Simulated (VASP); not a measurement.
Here is a VASP 6.6.1 calculation.

Contents of INCAR:

```
PREC = Accurate
ENCUT = 480
EDIFF = 1E-7
ISMEAR = 0
SIGMA = 0.1
LREAL = F
LASPH = T
NELM = 80
ALGO = Normal
ISIF = 3
LWAVE = F
LCHARG = F
GGA = PS
IBRION = 2
NSW = 90
EDIFFG = -0.005
```

KPOINTS

```
Automatic mesh
0
Gamma
  15 15 8
```

File POSCAR:

```
Hf
1.0
    3.1923846300      0.0000000000      0.0000000000
   -1.5961923200      2.7646861900      0.0000000000
    0.0000000000      0.0000000000      5.0450416400
Hf
2
Direct
    0.3333333300      0.6666666700      0.2500000000
    0.6666666700      0.3333333300      0.7500000000
```

Potentials or basis: VASP PAW PBE potentials, release 64 (Hf_pv).

Launch:

```bash
$ cat potpaw_PBE.64/Hf_pv/POTCAR > POTCAR
$ mpirun -np 1 vasp_std > vasp.out
```

Question: Estimate the relaxed cell.

Answer: a = 3.158 Å, b = 3.158 Å, c = 4.988 Å, α = 90.00°, β = 90.00°, γ = 120.00°.

Question: What does it give for the relaxed volume?

Answer: 21.53 Å³/atom.

Question: Estimate the band gap on the k mesh.

Answer: None (metal or under the smearing width).

Question: Predict the space group after relaxing (to 0.05 Å).

Answer: P6_3/mmc (No. 194).

The path:
```tsv
step	energy change (eV)	largest force (eV/Å)	pressure (GPa)	volume (Å³)
1	0.0000	0.0000	-3.63	44.53
2	0.0090	0.0000	5.02	41.36
3	-0.0169	0.0000	-0.03	43.08
4	-0.0169	0.0000	0.05	43.05
5	-0.0169	0.0000	-0.05	43.09
6	-0.0169	0.0000	0.00	43.07
```

Caveat: the PAW data sets were made with another functional, which shifts forces and pressure a little. The run has no spin-orbit coupling, so splittings on Hf are missing.
